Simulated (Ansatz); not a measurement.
Sb:

```
CELL_PARAMETERS angstrom
3.16000 0.00000 0.00000
0.00000 3.16000 0.00000
0.00000 0.00000 3.16000
ATOMIC_POSITIONS crystal
Sb 0.00000 0.00000 0.00000
```

This isn't the form of Sb at room conditions, which is rhombohedral.

Base run:

| Quantity | Value |
| --- | --- |
| Program | Ansatz 0.2.0 |
| Functional | PBEsol |
| Potentials or basis | all-electron LAPW, scalar-relativistic |
| Cutoff | 184 eV (chosen from the basis error) |
| Basis error allowed | 0.001 eV/atom |
| k mesh | 8 × 8 × 8 |
| Occupations | fermi-dirac, width 0.05 eV |
| Spin | no spin polarisation |

Its results: pressure -4.7 GPa.

Task: The run is repeated on the same cell with these changes: functional from PBEsol to LDA. What comes out?

Result: Pressure -5.7 GPa.

LDA binds more tightly than PBEsol, so the same cell stands under less pressure.
